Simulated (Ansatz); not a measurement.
## WS2: strain energy, fitted

WS2, P6_3/mmc, a = 3.154 Å, c = 12.148 Å. Ansatz: PBE+D3(BJ), PAW, 420 eV, Γ-centred 12×12×4 mesh on 6 atoms, Gaussian smearing 0.02 eV; no spin polarisation. Series: biaxial strain in the a-b plane, c and atoms relaxed; x is the strain in per cent. y is the free energy over the unstrained cell, V0 = 17.444 Å³/atom.

| x (%) | y (meV/atom) |
| --- | --- |
| -3.0 | 31.49 |
| -2.0 | ? |
| -1.0 | 3.34 |
| 0.0 | 0.00 |
| 1.0 | 3.23 |
| 2.0 | 12.66 |
| 3.0 | 27.92 |

Task: Fit y = c2 x² + c3 x³ to the other rows, turn c2 into a modulus, and predict the missing energy.

Result: Least squares on the rows shown. y = 3.3001 x² − 0.066157 x³. In eV per unit strain² c2 is 33.00; M is the biaxial modulus (E = M V0 ε²): 33.00 × 160.2 / (17.444) = 303 GPa. At x = -2.0 the fit asked for gives 13.73 meV/atom. The run gave 13.69 meV/atom, so the fit is 0.04 meV/atom too high, a small miss on the scale of the series.

Spin–orbit coupling is left out, which can shift energies with elements as heavy as these.